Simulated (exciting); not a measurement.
A run of exciting (release sodium) is set up as follows.

The input input.xml:

```xml
<input>
  <title>Ge</title>
  <structure speciespath="./" tshift="false">
    <crystal scale="1">
      <basevect>0.000000000000 5.345865131215 5.345865131215</basevect>
      <basevect>5.345865131215 0.000000000000 5.345865131215</basevect>
      <basevect>5.345865131215 5.345865131215 0.000000000000</basevect>
    </crystal>
    <species speciesfile="Ge.xml" rmt="2">
      <atom coord="0.750000000000 0.750000000000 0.750000000000"/>
      <atom coord="0.500000000000 0.500000000000 0.500000000000"/>
    </species>
  </structure>
  <groundstate do="fromscratch" ngridk="5 5 5" rgkmax="8" gmaxvr="14" lmaxapw="10" lmaxmat="10" lmaxvr="8" xctype="GGA_PBE" stype="Gaussian" swidth="0.00036749" nempty="10" ValenceRelativity="iora*" epsengy="1e-05" epspot="1e-05" maxscl="60" tforce="true" outputlevel="low"/>
</input>
```

Potentials or basis: all-electron LAPW+lo, shipped species files, valence relativity iora*.

Command:

```sh
$ OMP_NUM_THREADS=1 exciting_smp
```

Q: What does it give for the band gap on the k mesh?

A: 0.03 eV, direct.

Caveat: rgkmax is low for these elements, so energy differences scatter by about 1 meV per atom; an odd mesh through Γ misses points on the zone boundary, where band edges often lie.

The gap isn't set beside the measured one, since this odd mesh misses points on the zone boundary.
